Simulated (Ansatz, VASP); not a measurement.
Two plane-wave programs on Sr

```
CELL_PARAMETERS angstrom
-2.33790 2.33790 2.33790
2.33790 -2.33790 2.33790
2.33790 2.33790 -2.33790
ATOMIC_POSITIONS crystal
Sr 0.00000 0.00000 0.00000
```

Alike in both runs: task single point; functional BLYP; k mesh 11 × 11 × 11; occupations fermi-dirac, width 0.1 eV; no spin polarisation.

|  | VASP | Ansatz |
| --- | --- | --- |
| version | VASP 6.6.1 | Ansatz 0.2.0 |
| potentials or method | VASP PAW PBE potentials, release 64 (Sr_sv) | plane waves (420 eV) with PAW, scalar-relativistic |
| plane-wave cutoff (eV) | 520 | 420 |
| valence electrons in the cell | 10 | 10 |

|  | VASP | Ansatz | Ansatz less VASP |
| --- | --- | --- | --- |
| pressure (GPa) | 1.0 | 1.0 | 0.00 |

Caveats: the PAW data sets were made with another functional, which shifts forces and pressure a little (VASP).
